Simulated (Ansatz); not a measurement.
# WS2 (1T monolayer type, one sheet): the dielectric function from several functionals, part 2 of 2

How does WS2 (1T monolayer type, one sheet) absorb light if electrons and holes don't interact? The runs, in order: optics with PBE on 12×12×1; optics with r2SCAN on 12×12×1; optics with LDA on 12×12×1.

Ansatz 0.2.0; plane waves, PAW; no local fields, no excitons; one sheet in a cell with vacuum, so ε is a mean over the cell's height; no spin polarisation; no spin-orbit coupling unless a run is so named. Earlier steps stand in the parts before.

### Step 4. Optics, LDA

Contents of input.yaml:

```yaml
crystal:
  lattice:
    - [3.2318837432, 0.0, 0.0]
    - [-1.6159418716, 2.7988934237, 0.0]
    - [0.0, 0.0, 30.3448279144]
  atoms:
    - { symbol: W, position: [0.0, 0.0, 0.2965909059] }
    - { symbol: S, position: [0.3333333333, 0.6666666667, 0.3474124333] }
    - { symbol: S, position: [0.6666666667, 0.3333333333, 0.2457693785] }
  periodic: [true, true, false]
kpoints:
  mp_grid: { grid: [12, 12, 1] }
hamiltonian:
  xc: lda
scf:
  occupations: { method: fermi_dirac, width: 0.02 }
output:
  optics: { e_range: [0, 12], de: 0.05, sigma: 0.1, bands: auto }
  write_density: true
  write_potential: true
  elf: true
  volumetric_format: npy
```

The run is started by

```console
> ansatz run input.yaml --threads 4 --pin off --max-ram 5529MiB --backend cpu --events-out ev --progress --plain --runs-dir out
```

Log:

```text
Warning: RAYON_NUM_THREADS=4 ignored (pool sized by the plan → 4); use --threads N
Engine: ansatz 0.2.0, aarch64-unknown-linux-gnu
Pseudopotentials: kind: paw
Pseudopotential: W, paw, valence charge 14, recommended cutoff 420 eV (normal), W.paw.azcp
Pseudopotential: S, paw, valence charge 6, recommended cutoff 420 eV (normal), S.paw.azcp
Functional definition: SPW92
  exchange = slater_x
  correlation = pw_c
Crystal: 3 atoms, lattice volume = 274.490 Å³
Basis set: ecut = 420 eV, 5477 PW (Γ)
Bands: 17, of which v1, the nominal top of the filled ones, is band 13 counted from 1 (12 counted from 0)
Symmetry: 12 space group operations
Space group: P-3m1 (ITA 164), of the structure as read, at distance tolerance 6.5e-5 Å
k-points: 19 of 144
Non-local potential: W, projectors of the file, l = 0: 3, l = 1: 2, l = 2: 2, l = 3: 1
Non-local potential: S, projectors of the file, l = 0: 2, l = 1: 2, l = 2: 2
PAW form: soft (Blöchl's): semilocal exchange-correlation on the pseudo side does not see the compensation charge
PAW frozen core: W, regenerated for the run's functional, and the local potential with it (the file was generated under x = pbe(κ = 0.804, μ = 0.2195149727645171), c = pbe(β = 0.06672455060314922))
PAW frozen core: S, regenerated for the run's functional, and the local potential with it (the file was generated under x = pbe(κ = 0.804, μ = 0.2195149727645171), c = pbe(β = 0.06672455060314922))
PAW one-centre angular grid: W, 590 points (default); XC on 64 Gauss nodes
PAW one-centre angular grid: S, 110 points (default); XC on 64 Gauss nodes
Initial density: superposition of atomic densities (neutral atoms: chi_scale 0, normalization atom), corrected by the library's trained network
Initial wavefunctions: pseudopotential atomic-orbital guess
Functional: x = slater, c = lda
SCF iter   1: F=—  HF=-11870.592096 eV  |F-HF|=—  |Δ(HF+E_count)|=         —  Δρ=4.06e-3  dr2=7.54e-2  ethr=1.77e-3  ⟨swp⟩=15.4  Hψ=3293  notcnv=0
preconditioner: auto → LDOS  [metal: Δε(μ)=0.007 eV  Ē_g=8.317 eV  σ=0.020 eV  W_gap=0.09  n_scr=16 (ndim 8)  ℏωp=9.5 eV  f_vac=0.770  D(μ)=4.75/eV (n_scr^D=16)  β→1.0]
SCF iter   2: F=—  HF=-11870.584801 eV  |F-HF|=—  |Δ(HF+E_count)|=   7.29e-3  Δρ=2.06e-3  dr2=2.67e-2  ethr=2.90e-4  ⟨swp⟩=3.2  Hψ=773  notcnv=0
SCF iter   3: F=—  HF=-11870.582152 eV  |F-HF|=—  |Δ(HF+E_count)|=   2.65e-3  Δρ=9.27e-4  dr2=4.08e-3  ethr=1.03e-4  ⟨swp⟩=2.6  Hψ=480  notcnv=0
SCF iter   4: F=—  HF=-11870.581813 eV  |F-HF|=—  |Δ(HF+E_count)|=   3.38e-4  Δρ=1.31e-4  dr2=4.22e-5  ethr=1.57e-5  ⟨swp⟩=3.6  Hψ=768  notcnv=0
SCF iter   5: F=—  HF=-11870.581845 eV  |F-HF|=—  |Δ(HF+E_count)|=   3.13e-5  Δρ=3.16e-5  dr2=3.53e-6  ethr=1.62e-7  ⟨swp⟩=3.6  Hψ=790  notcnv=0
SCF iter   6: F=—  HF=-11870.581852 eV  |F-HF|=—  |Δ(HF+E_count)|=   7.03e-6  Δρ=6.90e-6  dr2=1.39e-7  ethr=1.36e-8  ⟨swp⟩=3.4  Hψ=686  notcnv=0
SCF iter   7: F=—  HF=-11870.581837 eV  |F-HF|=—  |Δ(HF+E_count)|=   1.45e-5  Δρ=1.29e-6  dr2=5.98e-9  ethr=5.36e-10  ⟨swp⟩=3.7  Hψ=811  notcnv=0
SCF iter   8: F=—  HF=-11870.581837 eV  |F-HF|=—  |Δ(HF+E_count)|=   6.70e-9  Δρ=2.66e-7  dr2=2.08e-10  ethr=2.30e-11  ⟨swp⟩=3.7  Hψ=787  notcnv=0
SCF iter   9: F=—  HF=-11870.581837 eV  |F-HF|=—  |Δ(HF+E_count)|=  7.79e-10  Δρ=9.86e-8  dr2=4.45e-11  ethr=1.00e-12  ⟨swp⟩=3.5  Hψ=691  notcnv=0
SCF iter  10: F=-11870.581837 eV  HF=-11870.581837 eV  |F-HF|=7.28e-12  |Δ(HF+E_count)|=  3.64e-12  Δρ=2.30e-8  dr2=1.96e-12  ethr=1.00e-12  ⟨swp⟩=6.6  Hψ=1323  notcnv=0
SCF 1 converged in 10 iterations: F = -11870.581837 eV  dr2 = 1.96e-12
NSCF: frozen V_eff on 19 k-points
Optics k sum: 0 of 19 k-points
[...]
WARN: The output density's exchange-correlation potential varies sharply where the density is thin. Do not read a vacuum level from v_tot or v_xc, or from such a field of the output density. On a cell that repeats whose density bears no net charge and no dipole along the vacuum's axis use v_es (v_loc + v_h of the components); under efield.dipole_correction with no amplitude use v_es + v_field, which holds any external_charges[].barrier, or the levels of the report's work_function block, which leave it out; under a non-zero efield.amplitude the vacuum is tilted and has no level; on a cell that repeats and bears such a dipole with no correction it is tilted too, and efield.dipole_correction with no amplitude gives each side of its ramp a level where efield: is served; in a cell that repeats whose density bears a net charge (total_charge, or a fill off its count) it is curved and has none; of a slab under crystal.periodic whose density bears no net charge use v_es, which has a level on each side, short of where the two are joined; of another it falls or rises all the way out and has none; of a slab beside external_charges read slab_vacuum_level instead, which it has where they leave it neutral. The grid or the basis barely resolves most such structure, and the values can differ between equally converged runs; as a rule a tighter scf.convergence.dr2_threshold does not remove it. Where the density itself ripples (under the LDA too) a higher basis.ecutwfc lessens it. The files hold the spikes' plane waves up to the density's cutoff. Files: v_tot_of_output_density and the like, and their columns of v_z.tsv (output.write_potential); v_xc_of_output_density and the like, and their columns of v_comp_z.tsv (output.write_potential_components). Measured: with its Gaussian average of σ = 0.25 Å subtracted twice, the exchange-correlation potential is over 0.1 eV at 3 of the grid points where the equally averaged density (valence and model cores) is under 1e-3 e/Å³, and 0.125 eV at the most among them, at an averaged density of 1.5e-5 e/Å³. The input density's (outcome.potential() and, of a run that writes arrays, v_tot and v_xc) is over 0.1 eV, so measured, at 3 points of its own thin density, 0.125 eV at the most. See output.write_potential in the manual, Limitations
WARN: output.optics: on 9 of the rows wanted, those up to 24.061 eV, the energy-loss function is not bounded in the bands left out, and is left empty along some axis. In full: what the bands over the 128 summed would add to eps1, eps2 and the energy-loss function is held between a lower and an upper bound (3 Lanczos steps). eps1, eps2 and their loss function (loss_summed_bands) are given on every row as the summed bands alone make them. Along an axis, on a row where the two bounds hold the loss function to about 1 % of the greater of itself and 0.5 % of |1/eps|, its cell (loss_completed) is given, with the completed eps1 and eps2 that it is formed of (a cell that is left empty reads nan in the table and null in the record). The two bounds hold it so along every axis on 231 of the 240 rows up to 12.000 eV; on the other 9, the lowest at 0.050 eV, those cells are left empty along some axis; the steps ended with no row wanted left that a further step could bound, as where the summed bands' own error is too great, or, of a sum inside the cells of its k-points, where these part, or are assumed to part, too far in what the bands left out add (a denser output.optics.nscf_kmesh narrows that). The run works to bound the rows up to 24.061 eV and no higher ones: a peak of the loss function over that energy may be left empty with no warning. To have the run work for it, set output.optics.bands.spectra_wanted_up_to to a higher energy. perfect_screening_sum, loss_f_sum_n_eff and, beside carriers, perfect_screening_limit are those of loss_summed_bands: over the bounded function the two sums would run over rows that are not all bounded, and lack what the bands left out lay past the top of the energy grid. Bounded is said of the bands left out alone, which are those that the basis at basis.ecutwfc holds: it says nothing of that cutoff, of the k-point mesh, of what the sum inside its cells errs by (eps2_relative_error), of the factors of all_electron_strengths, nor of how far the SCF is converged. The bands left out are taken at the k-points, and what their mean over the points' cells stands off that by is in neither bound: the run's estimate of it, which the test of a row counts in, is 0.03 % of |eps| at the most among the values given; where the mean stood off by over 0.5 % the points' spread read 0.1 to 3 times that
SCF converged after 10 iterations
Free energy (F): -11870.581837 eV
Harris-Foulkes:  -11870.581837 eV  (|F-HF|=7.28e-12)
Internal energy: -11870.576905 eV  (E = F + TS)
E sigma→0 (E₀):  -11870.579371 eV
Entropy (-TS):   -0.004933 eV (-1.644 meV/atom)
Fermi energy:    -5.149035 eV
--- Per-component energies (eV) ---
  E_band       = -628.555054
  E_kinetic    = 665.671716
  E_local      = -43317.957353  (includes V_loc(G=0)·N_el)
  E_nonlocal   = 65.369729
  E_hartree    = 21256.960595
  E_xc         = -457.376542
  E_vxc        = -414.175173  (∫ρ·V_xc dr)
  E_paw        = -9447.272524  (= ΣΔE_a)
  E_vpaw       = -141.385148  (= ΣTr[D̂ρ^β])
  E_aug_tail   = -0.000062  (compensation charges beyond the density's cutoff)
  E_ewald      = 19363.437989
  E_core_change = 0.589548  (= ΣΔE_core)
  E_smearing   = -0.004933  (= −TS)
  E_closure    = -0.000000  (closes the sum)
  Σ components = -11870.581837   (vs F -11870.581837, Δ=0.00e0)
--- Band table (eV; the first three rows and the last of 19) ---
  k-point 0: bands = ["-80.0351", "-44.2242", "-44.2242", "-44.1723", "-20.5114", "-18.9223", "-12.1389", "-9.5075", "-9.5075", "-8.2344", "-6.0506", "-6.0506", "-5.8353", "-5.7598", "-5.7598", "-1.6605", "-1.6605"]
  k-point 1: bands = ["-80.0342", "-44.2439", "-44.2288", "-44.1688", "-20.3942", "-18.8980", "-11.9975", "-9.8781", "-9.4408", "-7.9325", "-6.9808", "-6.6377", "-5.9626", "-5.1870", "-5.1689", "-2.0446", "-1.7133"]
  k-point 2: bands = ["-80.0317", "-44.2973", "-44.2414", "-44.1591", "-20.0597", "-18.8293", "-11.6041", "-10.4384", "-9.2976", "-8.4286", "-7.5310", "-7.1913", "-6.1899", "-4.7583", "-4.6060", "-2.5120", "-1.7563"]
  k-point 18: bands = ["-80.0197", "-44.4248", "-44.4248", "-44.1127", "-18.1870", "-18.1870", "-11.2267", "-11.0886", "-11.0886", "-9.2367", "-9.2367", "-9.0824", "-4.5237", "-4.4155", "-4.4155", "-1.5436", "-1.5436"]
  the weakly bound empty levels are not read free of the cell's end (no_gap_told)
```

It took 68 s on 4 threads of Arm Neoverse V2, shared host; peak memory 1.4 GiB.

optics.tsv begins:

```
# eps2_relative_error = 0.0004
# drude_weight_relative_error = 0.0061
# drude_damping_ev = 0e0
# drude_plasma_energy_squared_ev2(xx yy zz xy xz yz) = 3.117797 3.117797 0.000000 0.000000 0.000000 0.000000
# drude_plasma_energy_ev(xx yy zz) = 1.765728 1.765728 0.000000
# f_sum_n_eff(xx yy zz) = 22.712790 22.712790 22.779572 of n_electrons = 26.000000
# n_bands = 128
# n_bands_set_by = photon_energy
# valid_up_to_ev = 33.245876
```

The dielectric function from optics.tsv (yy equals xx), one row in 15 (narrow peaks fall between the rows):

```csv
E (eV),ε₂ xx,ε₂ zz,ε₁ xx,ε₁ zz
0.05,3.43,0.00,-1226.50,2.48
0.80,8.87,0.03,1.38,2.50
1.55,1.69,0.03,-1.82,2.57
2.30,1.37,0.07,1.02,2.77
3.05,0.98,0.43,1.59,2.99
3.80,1.23,0.54,1.59,3.00
4.55,1.47,1.73,2.33,3.69
5.30,2.39,2.39,0.68,2.11
6.05,1.98,2.79,1.22,1.76
6.80,1.91,1.60,0.30,1.11
7.55,1.04,1.64,0.14,1.36
8.30,0.81,2.50,0.76,3.59
9.05,1.06,3.98,0.66,0.03
9.80,0.72,1.16,0.72,-0.89
10.55,0.76,0.62,0.58,-0.23
11.30,0.90,0.58,0.57,0.18
```

Tallest peaks of ε₂ (mean of the periodic axes): 4.2 at 0.10 eV, 15.4 at 0.35 eV, 12.9 at 1.00 eV.

### Step 5. Comparison

| level | mesh | tallest peak of ε₂ | time |
| --- | --- | --- | --- |
| PBE | 12×12×1 | 15.0 at 0.35 eV | 47 s |
| r2SCAN | 12×12×1 | 13.9 at 1.00 eV | 79 s |
| LDA | 12×12×1 | 15.4 at 0.35 eV | 68 s |

### Step 6. Outcome

This closing draws on all 2 parts.

| quantity | value |
| --- | --- |
| tallest peak of ε₂, PBE | 15.0 at 0.35 eV |
| tallest peak of ε₂, r2SCAN | 13.9 at 1.00 eV |
| tallest peak of ε₂, LDA | 15.4 at 0.35 eV |

In words: The bands overlap (by 1.2 to 1.5 eV on the mesh), so no ε∞ is quoted there; free carriers add a Drude term, which without damping shows in ε₁ alone. For such bands the peaks and the Drude weight on a 12×12×1 mesh aren't converged. A sheet's ε refers to the whole height of the cell: in the plane ε − 1 falls as one over that height.
